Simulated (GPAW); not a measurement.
# SnSe (Fm-3m) in GPAW: convergence with density grid spacing (A)

Aim: find how far density grid spacing (A) must go before the results for SnSe settle, at PBE. This setting moves, with any that are tied to it; all else stays.

Program: GPAW 26.7.0. These are calculated values, not measurements. Logs are shortened: lines on timing, memory, paths and dates and some standing lists are left out, and cuts for length are marked. The log counts tension as positive stress, the text compression.

### 1 The structure

Symmetry: Fm-3m, No. 225, cubic system. Conventional cell: a = 6.020 Å, b = 6.020 Å, c = 6.020 Å, α = 90.00°, β = 90.00°, γ = 90.00°. Around Sn (site symmetry m-3m) lie 6 Se at 3.01 Å. Se (site symmetry m-3m) is surrounded by 6 Sn at 3.01 Å.

Measurements of this composition are mostly on another form, of space group No. 62.

### 2 With density grid spacing (A) 0.24

File run.py:

```python
from ase.dft.bandgap import bandgap
from ase.io import read, write
from ase.units import GPa
from gpaw import GPAW, PW

atoms = read('SnSe.xyz')

calc = GPAW(mode=PW(600),
            h=0.24,
            xc='PBE',
            kpts={'size': (8, 8, 8), 'gamma': True},
            occupations={'name': 'fermi-dirac', 'width': 0.05},
            nbands=19,
            convergence={'density': 1e-05, 'energy': 1e-05},
            maxiter=100,
            txt='gpaw.txt')
atoms.calc = calc
energy = atoms.get_potential_energy()
forces = atoms.get_forces()
stress = atoms.get_stress()
calc.write('gs.gpw')
write('result.traj', atoms)
print(f'Energy: {energy:.6f} eV')
print('Forces (eV/A):')
print(forces.round(4))
print('Stress (GPa):', (stress / GPa).round(3))
print('Fermi level:', round(calc.get_fermi_level(), 4), 'eV')
print(f'Gap: {bandgap(calc)[0]:.4f} eV, direct: {bandgap(calc, direct=True)[0]:.4f} eV')
```

File SnSe.xyz:

```xyz
2
Lattice="0.0000000000 3.0100000000 3.0100000000 3.0100000000 0.0000000000 3.0100000000 3.0100000000 3.0100000000 0.0000000000" Properties=species:S:1:pos:R:3 pbc="T T T"
Sn     0.0000000000      0.0000000000      0.0000000000
Se     3.0100000000      3.0100000000      3.0100000000
```

Potentials or basis: GPAW PAW data sets (gpaw-data 1.2.1), pw.

On the command line:

```sh
$ OMP_NUM_THREADS=1 python run.py
```

Wall time 14 s (1 thread of Arm Neoverse V1, shared host); peak memory 0.16 GiB.

Results:

```yaml
Free_energy: -8.4125 eV
Pressure: 0.7 GPa
Band_gap_on_the_k_mesh: 0.59 eV, direct
```

### 3 With density grid spacing (A) 0.2

Changes to run.py since step 2:

```diff
@@ -8,3 +8,3 @@
 calc = GPAW(mode=PW(600),
-            h=0.24,
+            h=0.2,
             xc='PBE',
```

SnSe.xyz is that of step 2.

Potentials or basis: GPAW PAW data sets (gpaw-data 1.2.1), pw.

On the command line:

```sh
$ OMP_NUM_THREADS=1 python run.py
```

Wall time 18 s (1 thread of Arm Neoverse V1, shared host); peak memory 0.16 GiB.

Results:

* Free energy: -8.4105 eV
* Pressure: 0.8 GPa
* Band gap on the k mesh: 0.60 eV, direct

### 4 With density grid spacing (A) 0.17

Changes to run.py since step 3:

```diff
@@ -8,3 +8,3 @@
 calc = GPAW(mode=PW(600),
-            h=0.2,
+            h=0.17,
             xc='PBE',
```

SnSe.xyz is that of step 3.

On the command line:

```sh
$ OMP_NUM_THREADS=1 python run.py
```

Wall time 24 s (1 thread of Arm Neoverse V1, shared host); peak memory 0.17 GiB.

What came out:

| Item | Value |
| --- | --- |
| Free energy | -8.4104 eV |
| Pressure | 0.8 GPa |
| Band gap on the k mesh | 0.60 eV, direct |

### 5 With density grid spacing (A) 0.15

Changes to run.py since step 4:

```diff
@@ -8,3 +8,3 @@
 calc = GPAW(mode=PW(600),
-            h=0.17,
+            h=0.15,
             xc='PBE',
```

SnSe.xyz is that of step 4.

On the command line:

```sh
$ OMP_NUM_THREADS=1 python run.py
```

Run time: 30 s. Hardware: 1 thread of Arm Neoverse V1, shared host; peak memory 0.18 GiB.

It converged, with:

| Item | Value |
| --- | --- |
| Free energy | -8.4104 eV |
| Pressure | 0.8 GPa |
| Band gap on the k mesh | 0.60 eV, direct |

### 6 With density grid spacing (A) 0.13

Changes to run.py since step 5:

```diff
@@ -8,3 +8,3 @@
 calc = GPAW(mode=PW(600),
-            h=0.15,
+            h=0.13,
             xc='PBE',
```

SnSe.xyz is that of step 5.

Potentials or basis: GPAW PAW data sets (gpaw-data 1.2.1), pw.

On the command line:

```sh
$ OMP_NUM_THREADS=1 python run.py
```

Run time: 47 s. Hardware: 1 thread of Arm Neoverse V1, shared host; peak memory 0.2 GiB.

Results (log left out):

| Quantity | Value |
| --- | --- |
| Free energy | -8.4104 eV |
| Pressure | 0.8 GPa |
| Band gap on the k mesh | 0.60 eV, direct |

### 7 With density grid spacing (A) 0.11

Changes to run.py since step 6:

```diff
@@ -8,3 +8,3 @@
 calc = GPAW(mode=PW(600),
-            h=0.13,
+            h=0.11,
             xc='PBE',
```

SnSe.xyz is that of step 6.

On the command line:

```sh
$ OMP_NUM_THREADS=1 python run.py
```

It took 58 s on 1 thread of Arm Neoverse V1, shared host; peak memory 0.23 GiB.

It converged, with:

```yaml
Free_energy: -8.4104 eV
Pressure: 0.8 GPa
Band_gap_on_the_k_mesh: 0.60 eV, direct
```

### 8 With density grid spacing (A) 0.09

Changes to run.py since step 7:

```diff
@@ -8,3 +8,3 @@
 calc = GPAW(mode=PW(600),
-            h=0.11,
+            h=0.09,
             xc='PBE',
```

SnSe.xyz is that of step 7.

Potentials or basis: GPAW PAW data sets (gpaw-data 1.2.1), pw.

On the command line:

```sh
$ OMP_NUM_THREADS=1 python run.py
```

gpaw.txt:

```text
__  _  _
 | _ |_)|_||  |
 |__||  | ||/\| - 26.7.0

Input parameters:
  mode=PW(ecut=600.0),
  convergence={'density': 1e-05, 'energy': 1e-05},
  h=0.09,
  kpts=MonkhorstPack(size=(8, 8, 8), gamma=True),
  maxiter=100,
  nbands=19,
  occupations=Occupations(name='fermi-dirac', width=0.05),
  xc=XC(name='PBE')

Diagonalizing LCAO Hamiltonian
Converting LCAO to pw mode

                Se

       Sn

Atoms  # Å, Bohr magnetons
|   | symbol |        x |        y |        z |    initial magnetic moments |
|---|--------|----------|----------|----------|-----------------------------|
| 0 |     Sn | 0.000000 | 0.000000 | 0.000000 | ( 0.0000,  0.0000,  0.0000) |
| 1 |     Se | 3.010000 | 3.010000 | 3.010000 | ( 0.0000,  0.0000,  0.0000) |

Unit cell  # Å
| periodic |        x |        y |        z |  lengths |    angles |
|----------|----------|----------|----------|----------|-----------|
|      yes | 0.000000 | 3.010000 | 3.010000 | 4.256783 | 60.000000 |
|      yes | 3.010000 | 0.000000 | 3.010000 | 4.256783 | 60.000000 |
|      yes | 3.010000 | 3.010000 | 0.000000 | 4.256783 | 60.000000 |

Number of symmetries: 48
Symmetry operations  # r_c * U_cc + t_c -> r_c
|    | kind |            matrix            |
|----|------|------------------------------|
|  0 |  σ   |  1, 0, 0,  1, 0,-1,  1,-1, 0 |
|  1 |  C2  |  1, 0, 0,  1,-1, 0,  1, 0,-1 |
|  2 |  E   |  1, 0, 0,  0, 1, 0,  0, 0, 1 |
|  3 |  σ   |  1, 0, 0,  0, 0, 1,  0, 1, 0 |
|  4 |  C4  |  1, 0,-1,  1, 0, 0,  1,-1, 0 |
|  5 |  S6  |  1, 0,-1,  1,-1, 0,  1, 0, 0 |
|  6 |  σ   |  1, 0,-1,  0, 1,-1,  0, 0,-1 |
|  7 |  C3  |  1, 0,-1,  0, 0,-1,  0, 1,-1 |
|  8 |  S6  |  1,-1, 0,  1, 0, 0,  1, 0,-1 |
|  9 |  C4  |  1,-1, 0,  1, 0,-1,  1, 0, 0 |
| 10 |  C3  |  1,-1, 0,  0,-1, 1,  0,-1, 0 |
| 11 |  σ   |  1,-1, 0,  0,-1, 0,  0,-1, 1 |
| 12 |  σ   |  0, 1, 0,  1, 0, 0,  0, 0, 1 |
| 13 |  C4  |  0, 1, 0,  0, 1,-1, -1, 1, 0 |
| 14 |  C3  |  0, 1, 0,  0, 0, 1,  1, 0, 0 |
| 15 |  S6  |  0, 1, 0, -1, 1, 0,  0, 1,-1 |
| 16 |  C2  |  0, 1,-1,  1, 0,-1,  0, 0,-1 |
| 17 |  σ   |  0, 1,-1,  0, 1, 0, -1, 1, 0 |
| 18 |  S4  |  0, 1,-1,  0, 0,-1,  1, 0,-1 |
| 19 |  C4  |  0, 1,-1, -1, 1, 0,  0, 1, 0 |
[... 141 lines left out ...]
  History deletion threshold: 6.0
  Fourier metric: weight=20.0, sigma=0.015

occupation numbers:
  Fermi-Dirac:
    width: 0.0500  # eV

poisson solver:
  ecut: 4800.0  # eV

xc functional:
  name: PBE with 2 nearest neighbor stencil

convergence criteria:
- Maximum integral of absolute [dens]ity change: 1e-05 electrons / valence electron
- Maximum [total energy] change in last 3 cyles: 1e-05 eV / valence electron
- Maximum integral of absolute [eigenst]ate change: 4e-08 eV^2 / valence electron
maximum number of iterations: 100

SCF iterations
|iter     | |      energy | eigst |  dens |
|---------|-|-------------|-------|-------|
|iter:   1| |   -8.557950 | -0.23 |       |
|iter:   2| |   -8.522304 | -2.42 | -1.32 |
|iter:   3| |   -8.407872 | -2.38 | -1.36 |
|iter:   4| |   -8.409722 | -4.04 | -1.97 |
|iter:   5| |   -8.410327 | -4.59 | -2.38 |
|iter:   6| |   -8.410338 | -5.98 | -3.30 |
|iter:   7| |   -8.410339c| -7.02 | -3.85 |
|iter:   8| |   -8.410339c| -7.66c| -4.64 |
|iter:   9| |   -8.410339c| -8.16c| -5.46c|

Converged in 9 steps
Energy contributions relative to reference atoms: (reference = -234114.225438)

Energy contributions:
  Kinetic:          12.523551
  Coulomb:         -12.957773
  Zero:             -0.026957
  External:          0.000000
  Xc:               -7.949136
  Entropy:          -0.000048
  Spinorbit:         0.000000
  ----------------------------
  Free energy:      -8.410363
  Extrapolated:     -8.410339

dipole moment: (-20.422155, -20.422155, -20.422155)  # |e|*Ang

Fermi level: 6.335
Eigenvalues  # (at kpt = [0.000, 0.000, 0.000])
| band index |      eig [eV] | occ [0-2] |
|------------|---------------|-----------|
|          0 |       -15.529 |     2.000 |
|        ... |               |           |
|          2 |       -15.528 |     2.000 |
|          3 |       -15.528 |     2.000 |
|          4 |       -15.528 |     2.000 |
|          5 |        -7.800 |     2.000 |
|          6 |         1.013 |     2.000 |
|          7 |         3.865 |     2.000 |
[... 9 lines left out ...]
|         17 |        14.226 |     0.000 |
|         18 |        14.316 |     0.000 |

Gap: 0.595 eV
Transition (v -> c):
  (s=0, k=28, n=9, [0.50, 0.50, 0.50]) -> (s=0, k=28, n=10, [0.50, 0.50, 0.50])
No difference between direct/indirect transitions

Forces  # eV/Ang
|       x |       y |       z |
|---------|---------|---------|
| 0.00000 | 0.00000 | 0.00000 |  # Sn   0
| 0.00000 | 0.00000 | 0.00000 |  # Se   1

Stress tensor  # eV/Ang^3
|         x |         y |         z |
|-----------|-----------|-----------|
| -0.004712 |  0.000000 | -0.000000 |
|  0.000000 | -0.004712 |  0.000000 |
| -0.000000 |  0.000000 | -0.004712 |

# Writing to gs.gpw (mode='')
```

stdout:

```text
Energy: -8.410339 eV
Forces (eV/A):
[[0. 0. 0.]
 [0. 0. 0.]]
Stress (GPa): [-0.755 -0.755 -0.755  0.    -0.     0.   ]
Fermi level: 6.3345 eV
Gap: 0.5951 eV, direct: 0.5951 eV
```

Wall time 1.8 min (1 thread of Arm Neoverse V1, shared host); peak memory 0.3 GiB.

Results:

```
Free energy            : -8.4104 eV
Pressure               : 0.8 GPa
Band gap on the k mesh : 0.60 eV, direct
```

### 9 Result

```
density grid spacing (A)  energy less the tightest run, at zero smearing (meV/atom)  SCF cycles  CPU time (s)  peak memory (GiB)
                    0.24                                                      -1.08           9            14               0.16
                     0.2                                                      -0.05           9            18               0.16
                    0.17                                                      -0.03           9            24               0.17
                    0.15                                                      -0.02           9            30               0.18
                    0.13                                                      -0.01           9            47                0.2
                    0.11                                                       0.00           9            58               0.23
                    0.09                                                       0.00           9           110                0.3
```

Against the tightest run, the energy stays within 1 meV/atom from 0.2 on. The tightest run that finished is the yardstick and may itself not be fully converged.

Caveats: spin-orbit coupling is left out, which moves the levels of the heavy elements.
